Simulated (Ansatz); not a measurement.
PbS (Galena), 2 atoms in the cell. Symmetry: Fm-3m, No. 225, cubic system. Conventional cell: a = 5.931 Å, b = 5.931 Å, c = 5.931 Å, α = 90.00°, β = 90.00°, γ = 90.00°. Around Pb (site symmetry m-3m) lie 6 S at 2.97 Å. Around S (site symmetry m-3m) lie 6 Pb at 2.97 Å. 

| Quantity | Value |
| --- | --- |
| Program | Ansatz 0.2.0 |
| Task | band structure |
| Functional | PBEsol |
| Potentials or basis | all-electron LAPW, scalar-relativistic |
| Cutoff | 178 eV (chosen from the basis error) |
| Basis error allowed | 0.001 eV/atom |
| k mesh | 8 × 8 × 8 |
| Occupations | fermi-dirac, width 0.05 eV |
| Spin | no spin polarisation |

Potentials or basis: all-electron LAPW, scalar-relativistic.

The run is started by

```console
$ ansatz run input.yaml --threads 1 --pin off --max-ram 3072MiB --backend cpu --events-out ev --progress --plain --runs-dir out
```

Hardware: 1 thread of Arm Neoverse V1 (shared host).

Problem. Estimate the wall time of this run.

Solution. Run time: 13 s on 1 thread of Arm Neoverse V1, with other jobs on the host, peak memory 0.28 GiB. Counts: scf iterations 7, plane waves 283, k points 29, bands 30.
